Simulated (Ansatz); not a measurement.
The system is Ir.

```
Ir
1.0
     0.00000    1.91560    1.91560
     1.91560    0.00000    1.91560
     1.91560    1.91560    0.00000
Ir
1
Direct
  0.00000 0.00000 0.00000
```

Base run:

```yaml
Program: Ansatz 0.2.0
Functional: PBEsol
Potentials_or_basis: all-electron LAPW, inner shells corrected to Dirac's equation
Cutoff: 284 eV (chosen from the basis error)
Basis_error_allowed: 0.001 eV/atom
k_mesh: 12 × 12 × 12
Occupations: fermi-dirac, width 0.05 eV
Spin: no spin polarisation
```

Its results: pressure -0.5 GPa.

Task: After a change of settings the same cell gave: pressure 36.9 GPa. Which change was it?
A. potentials or basis from all-electron LAPW, inner shells corrected to Dirac's equation to all-electron LAPW, non-relativistic
B. potentials or basis from all-electron LAPW, inner shells corrected to Dirac's equation to all-electron LAPW, scalar-relativistic
C. potentials or basis from all-electron LAPW, inner shells corrected to Dirac's equation to all-electron PAW datasets made for the crystal

Result: A.

Caveats: a pressure of tens of GPa on the cell as given is suspect, and the run, the potentials or the cell itself is likely at fault (some runs); relativity is left out, which matters for the heavier elements (some runs).

The runs don't all hold the same shells in valence.
